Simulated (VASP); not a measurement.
AlNi, 2 atoms in the cell. Symmetry: Pm-3m, No. 221, cubic system. The conventional cell has a = 2.881 Å, b = 2.881 Å, c = 2.881 Å, α = 90.00°, β = 90.00°, γ = 90.00°. Ni (site symmetry m-3m) has 8 Al at 2.50 Å as nearest neighbours. Around Al (site symmetry m-3m) lie 8 Ni at 2.50 Å. 

- Program: VASP 6.6.1
- Task: atomic charges
- Functional: LDA
- Potentials or basis: VASP PAW LDA potentials, release 64 (Ni, Al)
- Cutoff: 450 eV
- k mesh: 9 × 9 × 9
- Occupations: gaussian, width 0.01 eV
- Spin: collinear spin, ferromagnetic start
- Starting moments: [1.0, 0.0] μB
- Fixed moment: 4 μB
- Hubbard terms: Ni d U = 4 eV, J = 0.5 eV
- LDAUTYPE: 2
- Hund's J: 0.5
- Monkhorst-Pack mesh: yes
- Further INCAR settings: ALGO = Normal; EDIFF = 1e-06; NELMDL = 0

Potentials or basis: VASP PAW LDA potentials, release 64 (Ni, Al).

Launch:

```console
$ ase convert -i cif -o vasp AlNi.cif POSCAR
$ cat potpaw_LDA.64/Ni/POTCAR potpaw_LDA.64/Al/POTCAR > POTCAR
$ mpirun -np 1 vasp_std > vasp.out
```

Hardware: 1 thread of AMD EPYC 9R14 (Zen 4), with other jobs on the host.

Q: How long does it take, and how much memory?

A: Wall time 9.7 s on 1 thread of AMD EPYC 9R14 (Zen 4) (shared host), peak memory 0.1 GiB. Counts: scf iterations 19, k points 35.
